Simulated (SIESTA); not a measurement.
PbSe (Clausthalite), 2 atoms in the cell. It takes space group Fm-3m (No. 225, cubic). Conventional cell: a = 6.121 Å, b = 6.121 Å, c = 6.121 Å, α = 90.00°, β = 90.00°, γ = 90.00°. Around Pb (site symmetry m-3m) lie 6 Se at 3.06 Å. Se (site symmetry m-3m) has 6 Pb at 3.06 Å as nearest neighbours. 

* Program: SIESTA 5.4.2
* Task: band structure
* Functional: LDA
* Potentials or basis: PseudoDojo 0.4 standard (LDA files)
* Basis: DZP (energy shift 0.003 Ry; two zetas on semicore shells)
* Grid cutoff: 500 Ry
* Energy shift: 0.003 Ry
* k mesh: 8 × 8 × 8
* Occupations: fermi-dirac, width 0.05 eV
* Spin: no spin polarisation

Potentials or basis: PseudoDojo 0.4 standard (LDA files), DZP (energy shift 0.003 Ry; two zetas on semicore shells).

The run is started by

```bash
$ siesta < PbSe.fdf > PbSe.out 2>&1
```

Hardware: 1 thread of Intel(R) Xeon(R) 6975P-C (Granite Rapids), on a shared host.

Question: Estimate the wall time of this run.

Answer: Wall time 27 s on 1 thread of Intel(R) Xeon(R) 6975P-C (Granite Rapids), with other jobs on the host, peak memory 0.25 GiB. Counts: scf iterations 11, k points 296, bands 46.
